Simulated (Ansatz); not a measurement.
Results of HSE06-D3(BJ) (Ansatz, a first-principles code, plane waves, PAW) for zinc-blende ZnTe.

Total energies, extrapolated to zero smearing (they compare only within this program, potentials and cutoff; free atoms with spin allowed, lowest state found):

```tsv
system	energy (eV/atom)
zinc-blende ZnTe, relaxed	-5152.7038
free Zn atom	-3317.7743
free Te atom	-6982.1360
```

Question: Work out the cohesive energy per atom.

Answer: E_coh = [1 × (-3317.7743) + 1 × (-6982.1360)]/2 − (-5152.7038) = 2.75 eV/atom. The reference value is 2.45 eV/atom (measured, zero-point energy (9/8 kB θD) added and atomic spin-orbit splittings removed, spin-orbit-averaged atoms; as tabulated in Albrecht et al. (1997), arXiv:cond-mat/9706128), not set against a level without spin–orbit coupling.

Spin–orbit coupling is left out; its size isn't shown.

The PAW data were made under PBE.
